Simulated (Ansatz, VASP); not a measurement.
# Pb: VASP beside Ansatz

INCAR

```
SYSTEM = Pb
ALGO = Fast
EDIFF = 1E-8
ENCUT = 520
GGA = PE
ISIF = 2
ISMEAR = -1
LASPH = .TRUE.
LCHARG = .FALSE.
LEFG = .TRUE.
LREAL = .FALSE.
LWAVE = .FALSE.
NBANDS = 21
NELM = 100
PREC = Accurate
SIGMA = 0.08
```

The input KPOINTS:

```
k-points
0
G
  14 14 8
  0 0 0
```

Contents of POSCAR:

```
Pb
1.0
    3.5063980399      0.0000000000      0.0000000000
   -1.7531990200      3.0366297783      0.0000000000
    0.0000000000      0.0000000000      5.5061500000
Pb
2
Direct
    0.3333333333      0.6666666667      0.2500000000
    0.6666666667      0.3333333333      0.7500000000
```

Input for Ansatz:

```yaml
crystal:
  lattice:
    - [3.5063980399, 0.0, 0.0]
    - [-1.75319902, 3.0366297783, 0.0]
    - [0.0, 0.0, 5.50615]
  atoms:
    - { symbol: Pb, position: [0.3333333333, 0.6666666667, 0.25] }
    - { symbol: Pb, position: [0.6666666667, 0.3333333333, 0.75] }
kpoints:
  mp_grid: { grid: [14, 14, 8] }
scf:
  occupations: { method: fermi_dirac, width: 0.08 }
hamiltonian:
  xc: pbe
  pseudopotentials: { kind: all_electron, datasets: crystal }
output:
  forces: true
  stress: true
  eigenvalues: true
  efg: { contact_densities: true }
```

Change from the starting cell: z stretched by -1.5 % at fixed volume, crystal datasets.

Alike in both runs: task electric field gradients; functional PBE; k mesh 14 × 14 × 8; occupations fermi-dirac, width 0.08 eV; no spin polarisation.

|  | VASP | Ansatz |
| --- | --- | --- |
| version | VASP 6.6.1 | Ansatz 0.2.0 |
| potentials or method | VASP PAW PBE potentials, release 64 (Pb_d) | all-electron PAW with datasets made for the crystal, scalar-relativistic |
| plane-wave cutoff (eV) | 520 | see its input |

```tsv
	VASP	Ansatz	Ansatz less VASP
pressure (GPa)	4.1	4.2	+0.07
largest component of the traceless stress (GPa)	2.00	2.00	+0.004
Vzz of the field gradient on the site that differs most (V/Å²)	-68.3	-70.9	-2.55
```

Ansatz ran all-electron here, so the differences hold the error of VASP's frozen core and of both bases. Ansatz warned: «gradients_without_spin_orbit».

The runs have no spin-orbit coupling, so splittings on Pb are missing.
